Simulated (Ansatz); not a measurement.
# TiSi2: the cost of one run

Computed with Ansatz 0.2.0 (DFT PBE, scalar-relativistic, plane waves, PAW, unless a step's input says otherwise).

## 1. The structure to begin with

Symmetry: Immm, No. 71, orthorhombic system. Conventional cell: a = 2.946 Å, b = 3.424 Å, c = 8.424 Å, α = 90.00°, β = 90.00°, γ = 90.00°. Ti (site symmetry mmm) is surrounded by 10 Si at 2.67 to 2.78 Å and 2 Ti at 2.95 Å. Si (site symmetry mm2) has 7 Si at 2.63 to 2.95 Å and 5 Ti at 2.67 to 2.78 Å as nearest neighbours.

Structure file:

```
Ti Si
1.0
    -1.47287    1.71213    4.21208
     1.47287   -1.71213    4.21208
     1.47287    1.71213   -4.21208
Ti Si
1 2
Direct
  0.00000 0.00000 0.00000
  0.32992 0.32992 0.00000
  0.67008 0.67008 0.00000
```

The structure comes from the Materials Project (structure only).

## 2. A change within the space group

The change: strain xx, yy, zz, yz, xz, xy = -0.1, +7.4, +4.3, +0.0, +0.0, +0.0 %; atoms moved by 0.03 Å root mean square, at most 0.04 Å.

The input, input.yaml:

```yaml
crystal:
  lattice:
    - [-1.4711929259, 1.8394097442, 4.3947610397]
    - [1.4711929259, -1.8394097442, 4.3947610397]
    - [1.4711929259, 1.8394097442, -4.3947610397]
  atoms:
    - { symbol: Ti, position: [0.0, 0.0, 0.0] }
    - { symbol: Si, position: [0.3255604589, 0.3255604589, 0.0] }
    - { symbol: Si, position: [0.6744395411, 0.6744395411, 0.0] }
basis:
  ecutwfc: 420
kpoints:
  mp_grid: { grid: [18, 18, 18] }
hamiltonian:
  xc: pbe
scf:
  occupations: { method: gaussian, width: 0.1 }
output:
  forces: true
  stress: true
  eigenvalues: true
```

Q: Estimate wall time and peak memory on 1 thread of an Arm CPU, shared host.

About 33 s, with a peak of 0.73 GiB.
